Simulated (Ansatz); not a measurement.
# TaN: the cost of one run

Program: Ansatz 0.2.0. Level of theory: DFT r2SCAN, scalar-relativistic, plane waves, PAW. These are calculated values, not measurements.

2 further runs of the same task are left out: 2 set aside as unsound or not needed.

**1. Starting point**

Symmetry: Fm-3m, No. 225, cubic system. Conventional cell: a = 4.525 Å, b = 4.525 Å, c = 4.525 Å, α = 90.00°, β = 90.00°, γ = 90.00°. Hf (site symmetry m-3m) has 6 N at 2.26 Å as nearest neighbours. Around N (site symmetry m-3m) lie 6 Hf at 2.26 Å.

As a file:

```cif
data_structure
_symmetry_space_group_name_H-M 'Fm-3m'
_symmetry_Int_Tables_number 225
_cell_length_a 4.5255
_cell_length_b 4.5255
_cell_length_c 4.5255
_cell_angle_alpha 90.000
_cell_angle_beta 90.000
_cell_angle_gamma 90.000
_cell_volume 92.68
loop_
_atom_site_label
_atom_site_type_symbol
_atom_site_symmetry_multiplicity
_atom_site_Wyckoff_symbol
_atom_site_fract_x
_atom_site_fract_y
_atom_site_fract_z
_atom_site_occupancy
Hf1 Hf 4 a 0.00000 0.00000 0.00000 1
N1 N 4 b 0.50000 0.00000 0.00000 1
```

It goes back to an entry of the Materials Project, which need not be the stable form.

It is the result of an earlier relaxation at this level (volume 11.59 Å³/atom; gap on the mesh: none (metal)).

**2. Swap Hf → Ta**

The start of TaN: fractional positions of relaxed HfN, cell scaled by 0.986, a guess from tabulated radii.

**3. Probe: one point at the start (TaN)**

The input, input.yaml:

```yaml
crystal:
  lattice:
    - [0.0, 2.2321080172, 2.2321080172]
    - [2.2321080172, 0.0, 2.2321080172]
    - [2.2321080172, 2.2321080172, 0.0]
  atoms:
    - { symbol: Ta, position: [0.0, 0.0, 0.0] }
    - { symbol: "N", position: [0.5, 0.5, 0.5] }
basis:
  ecutwfc: 500
kpoints:
  mp_grid: { grid: [8, 8, 8] }
hamiltonian:
  xc: r2scan
scf:
  occupations: { method: gaussian, width: 0.1 }
output:
  forces: true
  stress: true
  eigenvalues: true
```

Run with:

```
$ ansatz run input.yaml --threads 1 --pin off --max-ram 2560MiB --backend cpu --events-out ev --progress --plain --runs-dir out
```

**Question.** How long does this run take on 1 thread of Oxide Virtual Turin-like (Zen 5), shared host, and how much memory does it need?

About 1.8 s, with a peak of 0.37 GiB.
